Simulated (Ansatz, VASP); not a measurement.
# One calculation of CdTe, two programs

Contents of POSCAR:

```
CdTe
1.0
    0.0000000000      3.0443556749      3.0443556749
    3.0443556749      0.0000000000      3.0443556749
    3.0443556749      3.0443556749      0.0000000000
Cd Te
1 1
Direct
    0.0000000000      0.0000000000      0.0000000000
    0.5000000000      0.5000000000      0.5000000000
```

INCAR.step1

```
SYSTEM = CdTe
PREC = Accurate
ENCUT = 520
EDIFF = 1E-5
ISMEAR = -1
SIGMA = 0.02
LREAL = .False.
LASPH = .True.
NELM = 100
ALGO = Normal
ISIF = 2
LWAVE = .True.
LCHARG = .False.
NBANDS = 16
GGA = PE
```

The input INCAR.step2:

```
SYSTEM = CdTe
PREC = Accurate
ENCUT = 520
EDIFF = 1E-6
ISMEAR = -1
SIGMA = 0.02
LREAL = .False.
LASPH = .True.
NELM = 100
ALGO = Normal
ISIF = 2
LWAVE = .False.
LCHARG = .False.
GGA = PE
LHFCALC = .True.
HFSCREEN = 0.2079
PRECFOCK = Normal
NBANDS = 16
ISTART = 1
```

File KPOINTS:

```
regular mesh
0
Gamma
  4 4 4
  0 0 0
```

Input for Ansatz:

```yaml
crystal:
  lattice:
    - [0.0, 3.0443556749, 3.0443556749]
    - [3.0443556749, 0.0, 3.0443556749]
    - [3.0443556749, 3.0443556749, 0.0]
  atoms:
    - { symbol: Cd, position: [0.0, 0.0, 0.0] }
    - { symbol: Te, position: [0.5, 0.5, 0.5] }
kpoints:
  mp_grid: { grid: [4, 4, 4] }
hamiltonian:
  xc: hse06
scf:
  occupations: { method: fermi_dirac, width: 0.02 }
  n_extra_bands: 4
output:
  forces: true
  stress: true
  eigenvalues: true
  write_density: true
  write_potential: true
  elf: true
  volumetric_format: npy
```

The cell was built by a generator and needn't be a form met in nature.

Alike in both runs: task single point; functional HSE06; k mesh 4 × 4 × 4; occupations fermi-dirac, width 0.02 eV; no spin polarisation.

```csv
,VASP,Ansatz
version,VASP 6.6.1,Ansatz 0.2.0
potentials or method,"VASP PAW PBE potentials, release 64 (Cd, Te)","plane waves, PAW"
plane-wave cutoff (eV),520,420
valence electrons in the cell,18,36
```

|  | VASP | Ansatz | Ansatz less VASP |
| --- | --- | --- | --- |
| pressure (GPa) | 0.1 | 0.1 | +0.01 |

The two sets of potentials don't hold the same shells in valence. Ansatz warned: «filled_band_counts_differ_across_k_points».

Caveats: the k mesh is coarse (spacing up to 0.45 Å⁻¹), so the values aren't converged, least of all with exact exchange; the PAW data sets were made with another functional, which shifts forces and pressure a little (VASP). The runs have no spin-orbit coupling, so splittings on Te are missing.
